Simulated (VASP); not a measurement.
Input of a VASP 6.6.1 run:

Contents of INCAR:

```
SYSTEM = MgSn2N2
ALGO = Fast
EDIFF = 1E-5
ENCUT = 520
GGA = PE
ISIF = 2
ISMEAR = 0
LASPH = .TRUE.
LCHARG = .FALSE.
LREAL = Auto
LWAVE = .FALSE.
NELM = 80
PREC = Normal
SIGMA = 0.05
```

The input KPOINTS:

```
k-points
0
G
  6 6 2
  0 0 0
```

The input POSCAR:

```
MgSn2N2
1.0
    3.2541880000      0.0000000000      0.0000000000
   -3.2541880000      5.6364200000      0.0000000000
    0.0000000000      0.0000000000      9.0593500000
Mg Sn N
2 4 4
Direct
    0.0000000000      0.0000000000      0.0000000000
    0.0000000000      0.5000000000      0.0000000000
    0.6666670000      0.1666665000      0.2895030000
    0.6666670000      0.6666665000      0.2895030000
    0.3333330000      0.3333335000      0.7104970000
    0.3333330000      0.8333335000      0.7104970000
    0.6666670000      0.1666665000      0.8546010000
    0.6666670000      0.6666665000      0.8546010000
    0.3333330000      0.3333335000      0.1453990000
    0.3333330000      0.8333335000      0.1453990000
```

Potentials or basis: VASP PAW PBE potentials, release 64 (Mg, Sn_d, N).

The run is started by

```sh
$ cat potpaw_PBE.64/Mg/POTCAR potpaw_PBE.64/Sn_d/POTCAR potpaw_PBE.64/N/POTCAR > POTCAR
$ mpirun -np 1 vasp_std > vasp.out
```

Task: Predict the band gap on the k mesh.

Result: 0.87 eV.

Task: Estimate the pressure.

Result: 0.0 GPa.

Stress tensor (GPa, compression positive):
```
 0.08  0.00  0.00
 0.00 -0.04  0.00
 0.00  0.00 -0.02
```

Caveat: spin-orbit coupling is left out, which moves the levels of the heavy elements. A hybrid or GW would open this gap; PBE tends to underestimate it.
